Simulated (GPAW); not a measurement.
Crystal: SiC (Moissanite).

```
Si C
1.0
     3.07600    0.00000    0.00000
    -1.53800    2.66389    0.00000
     0.00000    0.00000    5.04800
Si C
2 2
Cartesian
  1.5380 0.8880 2.5240
  0.0000 1.7759 0.0000
  1.5380 0.8880 4.4675
  0.0000 1.7759 1.9435
```

| Property | Result |
| --- | --- |
| Program | GPAW 26.7.0 |
| Task | relaxation of cell and atoms |
| Functional | revPBE |
| Potentials or basis | the program's PAW data sets (release 1.2.1) made for this functional |
| Cutoff | 800 eV |
| Basis | pw |
| k mesh | 7 × 7 × 4 |
| Occupations | fermi-dirac, width 0.05 eV |
| Spin | no spin polarisation |

At the start: pressure 7.4 GPa; volume 10.34 Å³/atom.

**Question.** Where does the relaxation end?

**Answer.** Over 42 steps the energy falls by 17.2 meV/atom and the volume is 10.68 Å³/atom (+3.3 %); space group P6_3mc (No. 186, to 0.05 Å).

The path:
```
step  energy change (eV)  largest force (eV/Å)  pressure (GPa)  volume (Å³)
   1              0.0000                0.7734            7.44        41.36
   3             -0.0536                0.0695            4.75        41.80
   5             -0.0564                0.3718            2.55        42.22
   7             -0.0632                0.1857            2.17        42.29
   9             -0.0667                0.0520            1.55        42.41
  11             -0.0665                0.1400            1.14        42.49
  13             -0.0668                0.1248            1.10        42.50
  15             -0.0673                0.0986            1.03        42.51
  17             -0.0678                0.0640            0.93        42.53
  19             -0.0682                0.0179            0.77        42.56
  21             -0.0684                0.0332            0.53        42.61
  23             -0.0684                0.0319            0.52        42.61
  25             -0.0684                0.0290            0.51        42.62
  27             -0.0684                0.0247            0.49        42.62
  29             -0.0685                0.0189            0.46        42.63
  31             -0.0685                0.0106            0.42        42.64
  33             -0.0686                0.0001            0.35        42.65
  35             -0.0687                0.0104            0.24        42.67
  37             -0.0687                0.0157            0.10        42.70
  39             -0.0688                0.0107           -0.05        42.73
  41             -0.0688                0.0100           -0.05        42.73
  42             -0.0688                0.0092           -0.05        42.73
```

Final structure:
```yaml
crystal:
  lattice:
    - [3.10963, 0.00000, 0.00000]
    - [-1.55481, 2.69302, 0.00000]
    - [0.00000, 0.00000, 5.10269]
  atoms:
    - { symbol: Si, position: [0.66667, 0.33333, 0.50452] }
    - { symbol: Si, position: [0.33333, 0.66667, 0.00452] }
    - { symbol: C, position: [0.66667, 0.33333, 0.88048] }
    - { symbol: C, position: [0.33333, 0.66667, 0.38048] }
```

Caveat: later steps reuse the first step's grids.
